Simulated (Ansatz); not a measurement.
# SiGe: a single-point run

Aim: a sound single-point run of SiGe. The structure is shown as the input types it. The cell is built on a prototype (ordering on diamond) and needn't be the phase found in nature.

Method: density functional or hybrid calculation with the settings of its input, plane waves (as first typed), in Ansatz 0.2.0.

3 further runs of the same task are left out: 2 for a known fault of the program, 1 that didn't finish.

## Step 1: The system as given

Symmetry: R-3m, No. 166, trigonal system. The conventional cell has a = 3.925 Å, b = 3.925 Å, c = 19.232 Å, α = 90.00°, β = 90.00°, γ = 120.00°. Around Si (site symmetry 3m) lie 3 Si at 2.39 Å and 1 Ge at 2.40 Å. Ge (site symmetry 3m) has 1 Si at 2.40 Å and 3 Ge at 2.42 Å as nearest neighbours.

Coordinates:

```xyz
4
Lattice="1.9627 1.1332 6.4106 -1.9627 1.1332 6.4106 0.0000 -2.2664 6.4106" Properties=species:S:1:pos:R:3 pbc="T T T"
Si    0.0000    0.0000    3.5794
Ge    0.0000    0.0000   13.2503
Si    0.0000    0.0000   15.6524
Ge    0.0000    0.0000    5.9815
```

## Step 2: Input and run

Contents of input.yaml:

```yaml
crystal:
  lattice:
    - [1.962718494, 1.1331760508, 6.4105976087]
    - [-1.962718494, 1.1331760508, 6.4105976087]
    - [0.0, -2.2663521017, 6.4105976087]
  atoms:
    - { symbol: Si, position: [0.1861189419, 0.1861189419, 0.1861189419] }
    - { symbol: Ge, position: [0.6889769731, 0.6889769731, 0.6889769731] }
    - { symbol: Si, position: [0.8138810581, 0.8138810581, 0.8138810581] }
    - { symbol: Ge, position: [0.3110230269, 0.3110230269, 0.3110230269] }
kpoints:
  mp_grid: { grid: [2, 4, 6] }
hamiltonian:
  xc: pbesol
scf:
  occupations: { method: fixed }
  n_extra_bands: 5
output:
  forces: true
  stress: true
  eigenvalues: true
```

Launch:

```bash
ansatz run input.yaml --threads 4 --pin off --max-ram 3686MiB --backend cpu --events-out ev --progress --plain --runs-dir out
```

**Question.** How will this run end, and is anything wrong with its input?

The program finished normally, with warnings (symmetry narrowed by mesh). Its log warns: «crystal.symmetry: narrowed to the stabiliser of the k-point mesh — unitary ops 12 → 2; excluded 10 operations that carry a point of the 2×4×6 mesh (shift [0, 0 ...»

The suspect setting: kpoints.mp_grid.grid is [2, 4, 6]. The mesh has lower symmetry than the crystal, so equivalent directions are sampled differently.

To check: set kpoints.mp_grid.grid to [6, 6, 6].
